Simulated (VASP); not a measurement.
# Line-ups at interfaces of ZnS, part 2 of 3

Wanted: valence and conduction offsets of Si, GaP and ZnSe on ZnS (110), and what a better gap does to them.

VASP 6.6.1, plane waves and PAW; the level of theory is named at each step.

So far. Step 3 (Bulk band edges, LDA): The run ends at a pressure of -0.01 GPa.

### 6. Bulk band edges, LDA

A bulk run places the partner's levels against the mean potential at its cores.

Level: LDA; plane waves and PAW (Zn, Se); cell typed or built by script.

Contents of INCAR:

```
SYSTEM = ZnSe
PREC = Accurate
ENCUT = 420
EDIFF = 1E-06
NELM = 100
ISMEAR = 0
SIGMA = 0.02
LREAL = .FALSE.
ALGO = Normal
GGA = CA
NBANDS = 23
LASPH = .TRUE.
LWAVE = .FALSE.
LCHARG = .FALSE.
KPAR = 4
```

Contents of POSCAR:

```
ZnSe
1.0
    3.7460907110      0.0000000000      0.0000000000
    0.0000000000      5.2973471890      0.0000000000
    0.0000000000      0.0000000000      4.1166898610
Zn Se
2 2
Direct
    0.0000000000      0.9897366451      0.0000000000
    0.5000000000      0.4897366451      0.5000000000
    0.5000000000      0.2602633549      0.0000000000
    0.0000000000      0.7602633549      0.5000000000
```

Contents of KPOINTS:

```
Automatic mesh
0
Gamma
7 5 7
0 0 0
```

Contents of KPOINTS_OPT:

```
Line mode
6
Line-mode
Reciprocal
  0.00000000  -0.35000000   0.00000000
  0.00000000  -0.05000000   0.00000000

  0.32500000   0.00000000   0.32500000
  0.49500000   0.00000000   0.49500000

  0.00000000   0.49500000   0.49500000
  0.49500000   0.49500000   0.00000000
```

Potentials, in the order of the species: Zn and Se (LDA family, release 64).

Run with:

```bash
$ mpirun -np 4 vasp_std
```

The log of the run:

```text
[... set-up lines as in an earlier step ...]
 entering main loop
       N       E                     dE             d eps       ncg     rms          rms(c)
DAV:   1     0.210943892012E+03    0.21094E+03   -0.15472E+04  2208   0.161E+03
DAV:   2     0.230146787627E+01   -0.20864E+03   -0.20301E+03  2383   0.334E+02
DAV:   3    -0.149514562761E+02   -0.17253E+02   -0.17179E+02  2691   0.102E+02
DAV:   4    -0.152239230461E+02   -0.27247E+00   -0.27236E+00  2544   0.135E+01
[...]
DAV:  11    -0.145624976276E+02   -0.13731E-04   -0.87417E-05  3132   0.948E-02    0.875E-03
DAV:  12    -0.145624966752E+02    0.95239E-06   -0.14752E-05  2849   0.799E-02    0.381E-03
DAV:  13    -0.145624967681E+02   -0.92898E-07   -0.15261E-06  1771   0.136E-02
   1 F= -.14562497E+02 E0= -.14562497E+02  d E =-.930588E-20
 Start KPOINTS_OPT (optional k-point list driver)
k-point batch [1-18\18]
       N       E                     dE             ncg
DAV:   1     0.433277985534E+04   -0.11244E+05      828
DAV:   2     0.632684486167E+03   -0.37001E+04      905
DAV:   3     0.330198523165E+03   -0.30249E+03      968
DAV:   4     0.325875612916E+03   -0.43229E+01      961
DAV:   5     0.325841251748E+03   -0.34361E-01     1010
DAV:   6     0.325840817701E+03   -0.43405E-03      968
DAV:   7     0.325840807810E+03   -0.98910E-05      931
DAV:   8     0.325840807501E+03   -0.30847E-06      688
```

Wall time 7.6 s (4 MPI ranks of Intel Xeon 6975P-C (Granite Rapids), shared host); peak memory 0.86 GiB; 28 s of CPU time.

OUTCAR, selected parts (step 6):

```text
  Total        4.0626766      2.6785980     -0.0013975      0.0000000      0.0000000      0.0000000
  in kB       79.6779148     52.5331260     -0.0274078      0.0000000      0.0000000      0.0000000
  external PRESSURE =      44.0612110 kB  Pullay stress =       0.0000000 kB

 POSITION                                       TOTAL-FORCE (eV/Angst)
 -----------------------------------------------------------------------------------
      0.00000      5.24298      0.00000        -0.000000     -0.002093      0.000000
      1.87305      2.59431      2.05834         0.000000     -0.002093      0.000000
      1.87305      1.37871      0.00000        -0.000000      0.002093     -0.000000
      0.00000      4.02738      2.05834        -0.000000      0.002093     -0.000000
 -----------------------------------------------------------------------------------
    total drift:                                0.000000     -0.001620     -0.000001

  FREE ENERGIE OF THE ION-ELECTRON SYSTEM (eV)
  ---------------------------------------------------
  free  energy   TOTEN  =       -14.5624967681 eV

  energy  without entropy=      -14.5624967681  energy(sigma->0) =      -14.56249677

[... 1 part as in an earlier step ...]

[... 2 further parts left out ...]
[key lines of the parts left out:]
E-fermi :   2.9073
```

Read from the output:

```
energy(sigma→0) of the program : -14.5625 eV
stress, compression positive   : xx, yy, zz 7.97, 5.25, 0.00 GPa
```

The run ends at a pressure of 4.41 GPa, with forces up to 0.0021 eV/Å.

### 7. Bulk band edges, HSE06

At this level only the shift of the partner's edges against the mean potential of the cell is used.

Level: HSE06; plane waves and PAW (Zn, Se); cell typed or built by script.

INCAR: that of step 6 with these lines changed.

```diff
@@ -9,5 +9,9 @@
 ALGO = Normal
-GGA = CA
+LHFCALC = .TRUE.
+AEXX = 0.25
+GGA = PE
+HFSCREEN = 0.2
+LASPH = .TRUE.
 NBANDS = 23
-LASPH = .TRUE.
+PRECFOCK = Fast
 LWAVE = .FALSE.
```

POSCAR is that of step 6.

Contents of KPOINTS:

```
Automatic mesh
0
Gamma
4 3 4
0 0 0
```

KPOINTS_OPT is that of step 6.

Run with:

```bash
$ mpirun -np 4 vasp_std
```

The log of the run:

```text
[banner, memory and clock lines left out]
running    4 mpi-ranks, on    1 nodes
[...]
[... a notice as in an earlier step ...]

 LDA part: xc-table for (Slater+PW92), standard interpolation
 found WAVECAR, reading the header
 POSCAR, INCAR and KPOINTS ok, starting setup
[...]
reading WAVECAR
 the WAVECAR file was read successfully
 initial charge from wavefunction
 entering main loop
       N       E                     dE             d eps       ncg     rms          rms(c)
DAV:   1    -0.145481123293E+02   -0.14548E+02   -0.31195E+00  1002   0.420E+01    0.419E+00
DAV:   2    -0.144741500896E+02    0.73962E-01   -0.78701E-01   962   0.157E+01    0.217E+00
DAV:   3    -0.144746209152E+02   -0.47083E-03   -0.83212E-02   975   0.416E+00    0.137E+00
DAV:   4    -0.144736133514E+02    0.10076E-02   -0.88036E-03   969   0.111E+00    0.799E-01
[...]
DAV:   8    -0.144729505850E+02    0.13060E-04   -0.73948E-06   975   0.184E-02    0.781E-02
DAV:   9    -0.144729468183E+02    0.37667E-05   -0.31099E-06   968   0.120E-02    0.411E-02
DAV:  10    -0.144729459138E+02    0.90454E-06   -0.10375E-06   680   0.725E-03
   1 F= -.14472946E+02 E0= -.14472946E+02  d E =-.394180E-19
 Start KPOINTS_OPT (optional k-point list driver)
k-point batch [1-18\18]
       N       E                     dE             ncg
DAV:   1     0.182662387005E+04   -0.11505E+05      836
DAV:   2    -0.278773522595E+04   -0.46144E+04      884
DAV:   3    -0.321038061361E+04   -0.42265E+03      919
DAV:   4    -0.322449788594E+04   -0.14117E+02      996
DAV:   5    -0.322467167449E+04   -0.17379E+00      989
DAV:   6    -0.322467391690E+04   -0.22424E-02      947
DAV:   7    -0.322467395536E+04   -0.38457E-04      895
DAV:   8    -0.322467395633E+04   -0.97145E-06      661
```

It took 2.9 min on 4 MPI ranks; peak memory 1.3 GiB; 12 min of CPU time.

OUTCAR, selected parts (step 7):

```text
 POSITION                                       TOTAL-FORCE (eV/Angst)
 -----------------------------------------------------------------------------------
      0.00000      5.24298      0.00000         0.000000     -0.076492      0.000000
      1.87305      2.59431      2.05834        -0.000000     -0.076492      0.000000
      1.87305      1.37871      0.00000         0.000000      0.076492      0.000000
      0.00000      4.02738      2.05834         0.000000      0.076492      0.000000
 -----------------------------------------------------------------------------------
    total drift:                                0.000024     -0.000020     -0.000081

  FREE ENERGIE OF THE ION-ELECTRON SYSTEM (eV)
  ---------------------------------------------------
  free  energy   TOTEN  =       -14.4729459138 eV

  energy  without entropy=      -14.4729459138  energy(sigma->0) =      -14.47294591

[... 1 part as in an earlier step ...]

[... 2 further parts left out ...]
[key lines of the parts left out:]
E-fermi :   2.5418
```

Read from the output:

| Quantity | Value |
| --- | --- |
| energy(sigma→0) of the program | -14.4729 eV |

### 8. Relax the interface, LDA

Superlattice of 12 atoms of ZnS and 12 of ZnSe on the ZnS lattice. Atoms relax, and the height is moved while the normal stress exceeds 0.4 GPa, three times at most, by secant steps.

Level: LDA; plane waves and PAW (Zn, S, Se).

System, named by how it was started: ZnS/ZnSe (110). The cell holds 24 atoms: 12 Zn, 6 S and 6 Se. Its edges and angles: a = 3.746 Å, b = 5.297 Å, c = 23.574 Å, α = 90.0°, β = 90.0°, γ = 90.0°. It derives from ZnS. Superlattice of 12 atoms of ZnS and 12 of ZnSe on the ZnS lattice. The structure's axis is c.

Contents of INCAR:

```
SYSTEM = Zn2SeS
PREC = Normal
ENCUT = 420
EDIFF = 1E-05
NELM = 120
ISMEAR = 0
SIGMA = 0.05
LREAL = Auto
ALGO = Fast
GGA = CA
NBANDS = 133
LASPH = .TRUE.
LORBIT = 11
LWAVE = .FALSE.
LCHARG = .FALSE.
KPAR = 2
NCORE = 2
IBRION = 2
NSW = 60
ISIF = 2
EDIFFG = -0.03
POTIM = 0.4
MAXMIX = 40
ISYM = 2
```

Contents of POSCAR:

```
Zn2SeS
1.0
    3.7460907110      0.0000000000      0.0000000000
    0.0000000000      5.2973471890      0.0000000000
    0.0000000000      0.0000000000     23.5736158900
Zn S Se
12 6 6
Direct
    0.0000000000      0.0000000000      0.0000000000
    0.5000000000      0.5000000000      0.0794551570
    0.0000000000      0.0000000000      0.1589103140
    0.5000000000      0.5000000000      0.2383654710
    0.0000000000      0.0000000000      0.3178206290
    0.5000000000      0.5000000000      0.3972757860
    0.0000000000      0.9897366450      0.4803488380
    0.5000000000      0.4897366450      0.5676644600
    0.0000000000      0.9897366450      0.6549800820
    0.5000000000      0.4897366450      0.7422957040
    0.0000000000      0.9897366450      0.8296113260
    0.5000000000      0.4897366450      0.9169269470
    0.5000000000      0.2500000000      0.0000000000
    0.0000000000      0.7500000000      0.0794551570
    0.5000000000      0.2500000000      0.1589103140
    0.0000000000      0.7500000000      0.2383654710
    0.5000000000      0.2500000000      0.3178206290
    0.0000000000      0.7500000000      0.3972757860
    0.5000000000      0.2602633550      0.4803488380
    0.0000000000      0.7602633550      0.5676644600
    0.5000000000      0.2602633550      0.6549800820
    0.0000000000      0.7602633550      0.7422957040
    0.5000000000      0.2602633550      0.8296113260
    0.0000000000      0.7602633550      0.9169269470
```

Contents of KPOINTS:

```
Automatic mesh
0
Gamma
6 4 1
0 0 0
```

PAW data sets: Zn, S and Se (LDA family, release 64).

Run with:

```bash
$ mpirun -np 4 vasp_std
```

The log of the run:

```text
[banner, memory and clock lines left out]
running    4 mpi-ranks, on    1 nodes
[...]
LDA part: xc-table for (Slater(with rela. corr.)+CA(PZ))
 , standard interpolation
 POSCAR, INCAR and KPOINTS ok, starting setup
[...]
entering main loop
       N       E                     dE             d eps       ncg     rms          rms(c)
DAV:   1     0.187568552819E+04    0.18757E+04   -0.83211E+04  3192   0.171E+03
DAV:   2     0.245325459686E+03   -0.16304E+04   -0.15603E+04  3192   0.438E+02
DAV:   3    -0.723093869428E+02   -0.31763E+03   -0.30435E+03  3396   0.173E+02
DAV:   4    -0.969904445600E+02   -0.24681E+02   -0.24458E+02  3728   0.492E+01
[...]
RMM:  15    -0.928899731617E+02   -0.15466E-04   -0.23576E-04  3050   0.342E-02    0.139E-01
RMM:  16    -0.928899608141E+02    0.12348E-04   -0.68806E-05  2820   0.330E-02    0.782E-02
RMM:  17    -0.928899601062E+02    0.70794E-06   -0.78430E-06  1899   0.972E-03
   1 F= -.92889960E+02 E0= -.92889960E+02  d E =-.928900E+02
[... from here on, the cycles between the ionic steps are left out ...]
   2 F= -.92925521E+02 E0= -.92925521E+02  d E =-.355611E-01
   3 F= -.92932231E+02 E0= -.92932231E+02  d E =-.422712E-01
   4 F= -.92935233E+02 E0= -.92935233E+02  d E =-.300204E-02
   5 F= -.92936188E+02 E0= -.92936188E+02  d E =-.395628E-02
   6 F= -.92936884E+02 E0= -.92936884E+02  d E =-.696558E-03
   7 F= -.92937611E+02 E0= -.92937611E+02  d E =-.142296E-02
   8 F= -.92938064E+02 E0= -.92938064E+02  d E =-.453545E-03
   9 F= -.92938529E+02 E0= -.92938529E+02  d E =-.918226E-03
  10 F= -.92938947E+02 E0= -.92938947E+02  d E =-.417809E-03
 trial-energy change:   -0.000418  1 .order   -0.000400   -0.000527   -0.000274
 step:   3.3158(harm=  3.3158)  dis= 0.00303  next Energy=   -92.939078 (dE=-0.549E-03)
 reached required accuracy - stopping structural energy minimisation
```

Run time: 3.2 min. Hardware: 4 MPI ranks; peak memory 1.2 GiB; 13 min of CPU time.

From OUTCAR (step 8):

```text
  Total       12.3605483      8.1100903      0.0524546      0.0000000      0.0000000      0.0000000
  in kB       42.3336180     27.7762329      0.1796515      0.0000000      0.0000000      0.0000000
  external PRESSURE =      23.4298341 kB  Pullay stress =       0.0000000 kB

 POSITION                                       TOTAL-FORCE (eV/Angst)
 -----------------------------------------------------------------------------------
      0.00000      0.03114      0.02906         0.000000     -0.000669      0.000674
      1.87305      2.66500      1.86153         0.000000     -0.003414      0.010357
      0.00000      0.00261      3.75884         0.000000      0.014413     -0.005236
      1.87305      2.65128      5.60639         0.000000      0.014413      0.005236
      0.00000      0.01633      7.50370         0.000000     -0.003414     -0.010357
      1.87305      2.67981      9.33617         0.000000     -0.000669     -0.000674
      0.00000      5.20928     11.29527         0.000000      0.007795      0.007470
      1.87305      2.58268     13.39477         0.000000     -0.008130     -0.011681
      0.00000      5.24157     15.43244         0.000000     -0.012609     -0.010291
      1.87305      2.59290     17.50641         0.000000     -0.012609      0.010291
      0.00000      5.23135     19.54407         0.000000     -0.008130      0.011681
      1.87305      2.56060     21.64357         0.000000      0.007795     -0.007470
      1.87305      1.33613     23.57052         0.000000      0.005894     -0.000822
      0.00000      3.98224      1.87914         0.000000      0.004389      0.005588
[...]
-----------------------------------------------------------------------------------
    total drift:                               -0.000000     -0.052139     -0.002177

  FREE ENERGIE OF THE ION-ELECTRON SYSTEM (eV)
  ---------------------------------------------------
  free  energy   TOTEN  =       -92.9389465815 eV

  energy  without entropy=      -92.9389465815  energy(sigma->0) =      -92.93894658

[... 1 part as in an earlier step ...]

[... 3 further parts left out ...]
[key lines of the parts left out:]
E-fermi :   3.2256
```

Numbers from this step:

* energy(sigma→0) of the program: -92.9389 eV
* stress, compression positive: xx, yy, zz 4.23, 2.78, 0.02 GPa
* ionic steps: 10

[end of part 2 of 3]

[Lines on the potential files, build, host, timing and source positions are cut from VASP's logs without a mark.]

[Logs are printed without paths, hosts, clocks, repeated set-up lines and the standing remarks that a program may print on its own settings, such as how far it seeks lower states.]

[Hosts, paths, dates, database ids (printed as entryN), source tags and the programs' standing remarks are cut or masked in the printed files.]

[In band tables of VASP the shares of atoms and orbitals are scaled to a sum of 1 inside the atoms' spheres.]
